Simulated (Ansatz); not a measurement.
Relaxed bulk HfSi2:

```cif
data_structure
_symmetry_space_group_name_H-M 'Cmcm'
_symmetry_Int_Tables_number 63
_cell_length_a 3.6825
_cell_length_b 14.5920
_cell_length_c 3.6598
_cell_angle_alpha 90.000
_cell_angle_beta 90.000
_cell_angle_gamma 90.000
_cell_volume 196.66
loop_
_atom_site_label
_atom_site_type_symbol
_atom_site_symmetry_multiplicity
_atom_site_Wyckoff_symbol
_atom_site_fract_x
_atom_site_fract_y
_atom_site_fract_z
_atom_site_occupancy
Hf1 Hf 4 c 0.00000 0.10546 0.25000 1
Si1 Si 4 c 0.00000 0.44572 0.25000 1
Si2 Si 4 c 0.50000 0.24972 0.25000 1
```

Miller indices refer to the conventional cell of Cmcm (No. 63), a = 3.683 Å, b = 14.592 Å, c = 3.660 Å, α = 90.00°, β = 90.00°, γ = 90.00°.

Consider the (010) slab of 11 planes, 14.6 Å thick with 15 Å of vacuum as cut; outer planes Si (top) and Si (bottom), all atoms relaxed.

Method: DFT PBE, scalar-relativistic, plane waves, PAW in Ansatz. Cutoff 420 eV; k points 10×10×1 on the computed 14-atom cell (Γ-centred); Gaussian smearing, width 0.10 eV; no spin polarisation. The cell repeats along c with a dipole correction in the vacuum.

The slab isn't stoichiometric (Hf2Si5), so its surface energy depends on the chemical potentials; it is given with the excess atoms taken from the element's standard state, a limit at which the compound may itself be unstable, so the figure can be too low.

Question: Predict the surface energy with the excess atoms taken from the elements.

Answer: 1.70 J/m².

Question: Give the work function.

Answer: 5.23 eV.

Question: The top two planes lie 2.109 Å apart in the bulk. How does relaxation change this?

Answer: The spacing becomes 2.225 Å (+5.5 %), and the top plane rumples by 0.002 Å.

Spin-orbit coupling is left out, which matters for the bands of heavy elements.